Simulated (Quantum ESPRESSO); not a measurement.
# TiC (Fm-3m) in Quantum ESPRESSO: a series of runs

Runs on TiC. Level: PBEsol. Tasks: relaxation of the atoms.

Everything below comes from runs of Quantum ESPRESSO 7.5. Logs are shortened: lines on timing, memory, paths and dates and some standing lists are left out, and cuts for length are marked.

## (1) Starting point

It takes space group Fm-3m (No. 225, cubic). The conventional cell has a = 4.331 Å, b = 4.331 Å, c = 4.331 Å, α = 90.00°, β = 90.00°, γ = 90.00°. Ti (site symmetry m-3m) has 6 C at 2.17 Å as nearest neighbours. C (site symmetry m-3m) is surrounded by 6 Ti at 2.17 Å.

The cell is a database's computed one.

## (2) Relaxation of the atoms, PBEsol, 9.75 Å³/atom

Contents of pw.in:

```
&CONTROL
  calculation = 'relax'
  prefix = 'pwscf'
  outdir = './tmp'
  pseudo_dir = './pseudo'
  tprnfor = .true.
  tstress = .true.
  disk_io = 'low'
  nstep = 40
  forc_conv_thr = 0.0004
  etot_conv_thr = 1d-05
/
&SYSTEM
  ibrav = 0
  nat = 2
  ntyp = 2
  ecutwfc = 45
  ecutrho = 360
  nbnd = 14
  occupations = 'smearing'
  smearing = 'fd'
  degauss = 0.00367493
/
&ELECTRONS
  conv_thr = 4d-10
  electron_maxstep = 120
  mixing_beta = 0.5
/
&IONS
  ion_dynamics = 'bfgs'
/
ATOMIC_SPECIES
Ti    47.8670 ti_pbesol_v1.4.uspp.F.UPF
C     12.0110 c_pbesol_v1.2.uspp.F.UPF
CELL_PARAMETERS bohr
   0.0000000000    4.0926154775    4.0926154775
   3.9289108585    0.0000000000    4.0926154775
   3.9289108585    4.0926154775    0.0000000000
ATOMIC_POSITIONS bohr
Ti     0.0000000000    0.0000000000    0.0000000000
C      3.9289108585    4.0926154775    4.0926154775
K_POINTS automatic
11 11 11 0 0 0
```

Potentials or basis: GBRV 1.5 PBEsol.

Launch:

```bash
$ OMP_NUM_THREADS=1 mpirun -n 2 pw.x -nk 2 -in pw.in > pw.out
```

pw.out:

```text
This program is part of the open-source Quantum ESPRESSO suite
     for quantum simulation of materials; please cite
[... 6 lines left out ...]
     using ibrav=0 with symmetry is DISCOURAGED, use correct ibrav instead

     K-points division:     npool     =       2
     Subspace diagonalization in iterative solution of the eigenvalue problem:
     a serial algorithm will be used

     G-vector sticks info
     --------------------
     sticks:   dense  smooth     PW     G-vecs:    dense   smooth      PW
     Sum         809     409    129                15127     5385     993

     Using Slab Decomposition

     bravais-lattice index     =            0
     lattice parameter (alat)  =       5.7878  a.u.
     unit-cell volume          =     131.6146 (a.u.)^3
     number of atoms/cell      =            2
     number of atomic types    =            2
     number of electrons       =        16.00
     number of Kohn-Sham states=           14
     kinetic-energy cutoff     =      45.0000  Ry
     charge density cutoff     =     360.0000  Ry
     scf convergence threshold =      4.0E-10
     mixing beta               =       0.5000
     number of iterations used =            8  plain     mixing
     energy convergence thresh.=      1.0E-05
     force convergence thresh. =      4.0E-04
     Exchange-correlation= SLA  PW   PSX  PSC
                           (   1   4  10   8   0   0   0)
     nstep                     =           40

     celldm(1)=   5.787832  celldm(2)=   0.000000  celldm(3)=   0.000000
     celldm(4)=   0.000000  celldm(5)=   0.000000  celldm(6)=   0.000000

     crystal axes: (cart. coord. in units of alat)
               a(1) = (   0.000000   0.707107   0.707107 )
               a(2) = (   0.678823   0.000000   0.707107 )
               a(3) = (   0.678823   0.707107   0.000000 )

     reciprocal axes: (cart. coord. in units 2 pi/alat)
               b(1) = ( -0.736570  0.707107  0.707107 )
               b(2) = (  0.736570 -0.707107  0.707107 )
               b(3) = (  0.736570  0.707107 -0.707107 )

     PseudoPot. # 1 for Ti read from file:
     ti_pbesol_v1.4.uspp.F.UPF
     Pseudo is Ultrasoft + core correction, Zval = 12.0
     Generated by new atomic code, or converted to UPF format
     Using radial grid of  851 points,  6 beta functions with:
                l(1) =   0
                l(2) =   0
                l(3) =   1
                l(4) =   1
                l(5) =   2
                l(6) =   2
     Q(r) pseudized with  6 coefficients,  rinner =    1.000   1.000   1.000
                                                       1.000   1.000

     PseudoPot. # 2 for C  read from file:
     c_pbesol_v1.2.uspp.F.UPF
     Pseudo is Ultrasoft + core correction, Zval =  4.0
     Generated by new atomic code, or converted to UPF format
     Using radial grid of  721 points,  4 beta functions with:
                l(1) =   0
                l(2) =   0
                l(3) =   1
                l(4) =   1
     Q(r) pseudized with  8 coefficients,  rinner =    1.100   1.100   1.100

     atomic species   valence    mass     pseudopotential
     Ti               12.00    47.86700     Ti( 1.00)
     C                 4.00    12.01100     C ( 1.00)

     16 Sym. Ops., with inversion, found

   Cartesian axes

     site n.     atom                  positions (alat units)
         1        Ti     tau(   1) = (   0.0000000   0.0000000   0.0000000  )
         2        C      tau(   2) = (   0.6788225   0.7071068   0.7071068  )

     number of k points=   126  Fermi-Dirac smearing, width (Ry)=  0.0037

     Number of k-points >= 100: set verbosity='high' to print them.

     Dense  grid:    15127 G-vectors     FFT dimensions: (  36,  36,  36)

     Smooth grid:     5385 G-vectors     FFT dimensions: (  25,  25,  25)

     Check: negative core charge=   -0.000014

     Initial potential from superposition of free atoms

     starting charge      14.9999, renormalised to      16.0000

     negative rho (up, down):  6.107E-04 0.000E+00
     Starting wfcs are   14 randomized atomic wfcs

     Self-consistent Calculation

     iteration #  1     ecut=    45.00 Ry     beta= 0.50
     Davidson diagonalization with overlap
     ethr =  1.00E-02,  avg # of iterations =  3.9

     negative rho (up, down):  9.412E-04 0.000E+00

     total energy              =    -130.34132370 Ry
     estimated scf accuracy    <       1.00680678 Ry

     iteration #  2     ecut=    45.00 Ry     beta= 0.50
     Davidson diagonalization with overlap
     ethr =  6.29E-03,  avg # of iterations =  2.1

     negative rho (up, down):  5.506E-04 0.000E+00

     total energy              =    -130.53810891 Ry
     estimated scf accuracy    <       1.20078976 Ry

     iteration #  3     ecut=    45.00 Ry     beta= 0.50
     Davidson diagonalization with overlap
     ethr =  6.29E-03,  avg # of iterations =  1.1

     negative rho (up, down):  5.363E-04 0.000E+00

     total energy              =    -130.74782370 Ry
     estimated scf accuracy    <       0.01943405 Ry

     iteration #  4     ecut=    45.00 Ry     beta= 0.50
     Davidson diagonalization with overlap
     ethr =  1.21E-04,  avg # of iterations =  2.3

     negative rho (up, down):  5.199E-04 0.000E+00

     total energy              =    -130.75258686 Ry
     estimated scf accuracy    <       0.00054892 Ry

     iteration #  5     ecut=    45.00 Ry     beta= 0.50
     Davidson diagonalization with overlap
     ethr =  3.43E-06,  avg # of iterations =  3.2

     negative rho (up, down):  5.097E-04 0.000E+00

     total energy              =    -130.75252919 Ry
     estimated scf accuracy    <       0.00026096 Ry
[... 10 lines left out ...]
     iteration #  7     ecut=    45.00 Ry     beta= 0.50
     Davidson diagonalization with overlap
     ethr =  4.59E-08,  avg # of iterations =  2.2

     negative rho (up, down):  5.089E-04 0.000E+00

     total energy              =    -130.75255787 Ry
     estimated scf accuracy    <       0.00000044 Ry

     iteration #  8     ecut=    45.00 Ry     beta= 0.50
     Davidson diagonalization with overlap
     ethr =  2.74E-09,  avg # of iterations =  1.1

     negative rho (up, down):  5.089E-04 0.000E+00

     total energy              =    -130.75255784 Ry
     estimated scf accuracy    <       0.00000010 Ry

     iteration #  9     ecut=    45.00 Ry     beta= 0.50
     Davidson diagonalization with overlap
     ethr =  6.13E-10,  avg # of iterations =  2.0

     negative rho (up, down):  5.089E-04 0.000E+00

     total energy              =    -130.75255787 Ry
     estimated scf accuracy    <          3.4E-09 Ry

     iteration # 10     ecut=    45.00 Ry     beta= 0.50
     Davidson diagonalization with overlap
     ethr =  2.13E-11,  avg # of iterations =  1.7

     negative rho (up, down):  5.089E-04 0.000E+00

     End of self-consistent calculation

     Number of k-points >= 100: set verbosity='high' to print the bands.

     the Fermi energy is    15.3271 ev

!    total energy              =    -130.75255787 Ry
     estimated scf accuracy    <          2.3E-10 Ry
     smearing contrib. (-TS)   =      -0.00017799 Ry
     internal energy E=F+TS    =    -130.75237988 Ry

     The total energy is F=E-TS. E is the sum of the following terms:
     one-electron contribution =     -27.70393207 Ry
     hartree contribution      =      22.29120637 Ry
     xc contribution           =     -21.57236934 Ry
     ewald contribution        =    -103.76728483 Ry

     convergence has been achieved in  10 iterations

     negative rho (up, down):  5.089E-04 0.000E+00

     Forces acting on atoms (cartesian axes, Ry/au):

     atom    1 type  1   force =     0.00000000    0.00000000   -0.00000000
     atom    2 type  2   force =    -0.00000000   -0.00000000    0.00000000

     Total force =     0.000000     Total SCF correction =     0.000000

     Computing stress (Cartesian axis) and pressure

     negative rho (up, down):  5.089E-04 0.000E+00
          total   stress  (Ry/bohr**3)                   (kbar)     P=       47.41
   0.00123261   0.00000000  -0.00000000          181.32        0.00       -0.00
  -0.00000000  -0.00013290  -0.00000000           -0.00      -19.55       -0.00
   0.00000000  -0.00000000  -0.00013290            0.00       -0.00      -19.55

     BFGS Geometry Optimization
     Energy error            =      4.1E-62 Ry
     Gradient error          =      1.2E-31 Ry/Bohr

     bfgs converged in   1 scf cycles and   0 bfgs steps
     (criteria: energy <  1.0E-05 Ry, force <  4.0E-04 Ry/Bohr)

     End of BFGS Geometry Optimization

     Final energy             =    -130.7525578672 Ry
Begin final coordinates

ATOMIC_POSITIONS (bohr)
Ti               0.0000000000        0.0000000000        0.0000000000
C                3.9289108585        4.0926154775        4.0926154775
End final coordinates

=------------------------------------------------------------------------------=
   JOB DONE.
=------------------------------------------------------------------------------=
```

It took 16 s on 2 MPI ranks of Arm Neoverse N1, shared host; peak memory 0.16 GiB.

What came out:

| Property | Result |
| --- | --- |
| Free energy | -1778.9792 eV |
| Pressure after relaxing | 4.7 GPa |
| Band gap on the k mesh | none (metal or under the smearing width) |

Caveat: the relaxation stopped at its first step, so nothing moved.

## (3) Relaxation of the atoms, PBEsol, 9.95 Å³/atom

pw.in, as its differences from that of step 2:

```diff
@@ -36,7 +36,7 @@
    0.0000000000    4.0926154775    4.0926154775
-   3.9289108585    0.0000000000    4.0926154775
-   3.9289108585    4.0926154775    0.0000000000
+   4.0107631679    0.0000000000    4.0926154775
+   4.0107631679    4.0926154775    0.0000000000
 ATOMIC_POSITIONS bohr
 Ti     0.0000000000    0.0000000000    0.0000000000
-C      3.9289108585    4.0926154775    4.0926154775
+C      4.0107631679    4.0926154775    4.0926154775
 K_POINTS automatic
```

Potentials or basis: GBRV 1.5 PBEsol.

Launch:

```bash
$ OMP_NUM_THREADS=1 mpirun -n 2 pw.x -nk 2 -in pw.in > pw.out
```

Run time: 16 s. Hardware: 2 MPI ranks of Arm Neoverse N1, shared host; peak memory 0.16 GiB.

The run converged. Its results:

| Property | Result |
| --- | --- |
| Free energy | -1779.0074 eV |
| Pressure after relaxing | -1.5 GPa |
| Band gap on the k mesh | none (metal or under the smearing width) |

Caveat: the relaxation stopped at its first step, so nothing moved.

## (4) The reference run

An earlier run on the cell as given: functional PBEsol; potentials or basis GBRV 1.5 PBEsol; cutoff 612 eV; density cutoff 4898 eV; k mesh 11 × 11 × 11; occupations fermi-dirac, width 0.05 eV; no spin polarisation.

* Pressure: -6.8 GPa
* Band gap on the k mesh: none (metal or under the smearing width)
